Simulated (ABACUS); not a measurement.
Pt:

```xyz
1
Lattice="0.0000 1.9609 1.9609 1.9609 0.0000 1.9609 1.9609 1.9609 0.0000" Properties=species:S:1:pos:R:3 pbc="T T T"
Pt    0.0000    0.0000    0.0000
```

Base run:

| Property | Result |
| --- | --- |
| Program | ABACUS 3.10.1 |
| Functional | LDA-PW92 |
| Potentials or basis | GBRV ultrasoft 1.5 LDA |
| Cutoff | 544 eV |
| Density cutoff | 4354 eV |
| Basis | plane waves |
| k mesh | 10 × 10 × 10 |
| Occupations | fermi-dirac, width 0.05 eV |
| Spin | no spin polarisation |

Its results: band gap on the k mesh none (metal or under the smearing width); pressure -7.6 GPa.

Q: The run is repeated on the same cell with these changes: functional from LDA-PW92 to HLE16; potentials or basis from GBRV ultrasoft 1.5 LDA to Ansatz NC PBE; cutoff from 544 eV to 1143 eV; density cutoff from 4354 eV to 4572 eV; valence electrons from 16 to 18. What comes out?

A: Band gap on the k mesh none (metal or under the smearing width); pressure -35.0 GPa.

Caveats: the cell as given lies far from equilibrium (some runs); the potentials were made for a functional far from this one (some runs); so large a pressure means that the cell lies far from this level's equilibrium, or that cutoff or potentials fall short (some runs); the potentials were made for another functional, which shifts forces and pressure (some runs).
